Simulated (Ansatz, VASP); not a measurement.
One calculation of Al4O, two programs

```
Al O
1.0
     3.77571    0.00000    0.00000
     0.00000    3.77571    0.00000
     0.00000    0.00000    5.97939
Al O
4 1
Direct
  0.50000 0.00000 0.26837
  0.00000 0.50000 0.73163
  0.50000 0.00000 0.73163
  0.00000 0.50000 0.26837
  0.00000 0.00000 0.00000
```

Change from the starting cell: ordered vacancies on the anion sites of antifluorite (P4/mmm, No. 123).

Alike in both runs: functional PBE; k mesh 6 × 6 × 4; occupations gaussian, width 0.1 eV; no spin polarisation.

Ansatz relaxed the structure, and its values are those at the end. VASP's run is a single point on that final structure, the one shown.

|  | VASP | Ansatz |
| --- | --- | --- |
| version | VASP 6.6.1 | Ansatz 0.2.0 |
| potentials or method | VASP PAW PBE potentials, release 64 (Al, O) | scalar-relativistic, plane waves, PAW |
| plane-wave cutoff (eV) | 520 | 420 |
| valence electrons in the cell | 18 | 18 |

```csv
,VASP,Ansatz,Ansatz less VASP
gap on the k mesh at the Fermi level (eV),none,none,-
pressure (GPa),0.0,0.0,+0.05
```

A gap of «none» marks a metal or a gap that the smearing closes.
